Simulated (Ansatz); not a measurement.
# CoSi: relaxation step by step

Recipe of this trial structure of CoSi: random cell by space group and Wyckoff sites (P4/nmm, No. 129). Lengths were set from tabulated atomic sizes, so they are only a guess.

```
CELL_PARAMETERS angstrom
3.71521 0.00000 0.00000
0.00000 3.71521 0.00000
0.00000 0.00000 3.54272
ATOMIC_POSITIONS crystal
Co 0.50000 0.00000 0.68387
Co 0.00000 0.50000 0.31613
Si 0.00000 0.00000 0.50000
Si 0.50000 0.50000 0.50000
```

All numbers below come from Ansatz, DFT PBE, scalar-relativistic, plane waves, PAW. Cutoff 420 eV, Gaussian smearing, Γ-centred meshes. Cell and atoms relax first on a coarse mesh and then on a finer one. In between, the cell is made exact in the group found at 0.06 Å. In metals the finer mesh still leaves noise of several meV/atom or more. The steps can't lower the symmetry of their start. Collinear spin, starting moments Co 3.0 (×2) μB; they died out on the coarse mesh, so the last step has no spin.

Steps on the 6×6×6 mesh (4 atoms, 12 steps). The free energy counts from the last step; the plane-wave basis is renewed at times, which shifts energy and pressure.

```tsv
step	ΔF (meV/atom)	V (Å³/atom)	P (GPa)	largest force component (eV/Å)
1	1848.2	12.22	69.11	6.181
2	1040.5	13.29	24.04	4.430
3	611.5	13.50	3.02	3.577
4	326.2	13.32	-9.58	2.127
5	130.0	12.52	-13.75	0.813
6	15.1	11.31	-6.29	0.186
7	4.0	10.75	1.47	0.008
8	1.2	10.87	-0.11	0.012
9	4.7	11.06	-0.20	0.323
10	-0.3	10.91	-0.49	0.077
11	-0.6	10.92	0.10	0.015
12	0.0	10.92	0.06	0.015
```

The relaxed structure, after a last relaxation on the converged mesh:

```
Co Si
1.0
     3.64471    0.00000    0.00000
     0.00000    3.64471    0.00000
     0.00000    0.00000    3.27883
Co Si
2 2
Direct
  0.50000 0.00000 0.94472
  0.00000 0.50000 0.05528
  0.00000 0.00000 0.50000
  0.50000 0.50000 0.50000
```

The symmetry stays P4/nmm (No. 129). The volume per atom shrinks by 10.9 %, from 12.2 to 10.9 Å³. The shortest distance goes from 1.97 Å (Co–Si) to 2.33 Å (Co–Si). The energy falls by about 1.8 eV/atom (the start's value is from the coarse mesh). The end is written in a standard setting, so origin, axes and order of atoms can differ from the start's. Around Co lie 4 Si at 2.33 Å, 4 Si at 2.58 Å and 4 Co at 2.60 Å; Si has 4 Co at 2.33 Å, 4 Co at 2.58 Å and 4 Si at 2.58 Å.

```json
{
 "Volume per atom": "10.89 Å³",
 "Density": "6.64 g/cm³",
 "Formation energy": "−0.40 eV/atom",
 "Gap on the 12×12×14 mesh of the 4-atom cell": "0 eV (a metal)"
}
```

The zero of energy is the elements' standard structures at the same level; no fitted shifts are applied.

The last run used Gaussian smearing of 0.10 eV. Trial moments died out on the coarse mesh, so the last step has no spin; another magnetic start might hold. Symmetry constrained the relaxation, so the result can be a saddle point. In all, the 3 runs took 3.9 min on 1 thread of Arm Neoverse V1, on a shared host. Another cell of CoSi relaxed alike, in P2_13 (a cell as deposited in COD), lies 201 meV/atom lower, so this cell isn't the stable form at this level.
